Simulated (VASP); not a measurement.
# MgO: single point with PBE

MgO:

```
CELL_PARAMETERS angstrom
2.93802 0.00000 0.00000
-1.46901 2.54440 0.00000
0.00000 0.00000 2.67968
ATOMIC_POSITIONS crystal
Mg 0.00000 0.00000 0.00000
O 0.33333 0.66667 0.50000
```

Measurements of this composition are mostly on another form, of space group No. 225.

```
Program             : VASP 6.6.1
Task                : single point
Functional          : PBE
Potentials or basis : VASP PAW PBE potentials, release 64 (Mg, O)
Cutoff              : 520 eV
k mesh              : 6 × 6 × 6
Occupations         : tetrahedron
Spin                : no spin polarisation
```

The pressure is -0.7 GPa. The band gap on the k mesh is 3.00 eV, indirect (least direct gap 3.40 eV).

Levels at points of the mesh, in eV from the valence-band top:
| k point | band 2 | band 3 | band 4 | band 5 | band 6 | band 7 |
| --- | --- | --- | --- | --- | --- | --- |
| (0.00, 0.00, 0.00) | -0.60 | -0.60 | -0.40 | 3.00 | 11.87 | 15.56 |
| (0.50, 0.00, 0.00) | -4.88 | -1.31 | -0.05 | 6.59 | 10.53 | 13.09 |
| (0.00, 0.00, 0.50) | -5.35 | -0.10 | -0.10 | 8.27 | 9.00 | 17.55 |
| (0.50, 0.00, 0.50) | -3.71 | -3.35 | -0.82 | 5.82 | 11.41 | 13.96 |

Wall time 5.7 s on 1 thread of Intel(R) Xeon(R) Platinum 8488C (Sapphire Rapids), with other jobs on the host, peak memory 0.13 GiB.

A k mesh can miss the band edges.
